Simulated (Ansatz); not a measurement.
HfN in Ansatz: the effect of Hubbard term

The system is HfN.

```
CELL_PARAMETERS angstrom
0.00000 2.25600 2.25600
2.25600 0.00000 2.25600
2.25600 2.25600 0.00000
ATOMIC_POSITIONS crystal
Hf 0.00000 0.00000 0.00000
N 0.50000 0.50000 0.50000
```

Alike in all runs:

- Program: Ansatz 0.2.0
- Task: band structure
- Functional: PBEsol
- Potentials or basis: Ansatz PAW
- Cutoff: 420 eV (not typed: the program's choice for these potentials)
- k mesh: 10 × 10 × 10
- Occupations: fermi-dirac, width 0.05 eV
- Spin: no spin polarisation
- Path: [["G", "X", "W", "K", "G", "L", "U", "W", "L", "K"], ["U", "X"]]
- Points for each segment of the path: 14
- Hubbard projectors: ortho-atomic (the default)
- Double counting: fll (the default)

```csv
Hubbard term,pressure (GPa)
none,-1.9
Hf d U = 1 eV,-0.6
Hf d U = 2 eV,0.9
Hf d U = 3 eV,2.4
Hf d U = 4 eV,3.9
Hf d U = 5 eV,?
Hf d U = 6 eV,7.2
Hf d U = 8 eV,10.9
```

Problem. What does the run with Hubbard term Hf d U = 5 eV give?

Solution. Pressure 5.5 GPa.

Worked out: A parabola through the other rows of the pressure, of slope 1.67 GPa per eV there, gives 5.5 GPa, against the run's 5.5.

Caveats: the PAW data sets come from PBE, with cores solved anew for the run's functional, which leaves a small shift of forces and pressure; U without spin polarisation on a metal has little footing (some runs).
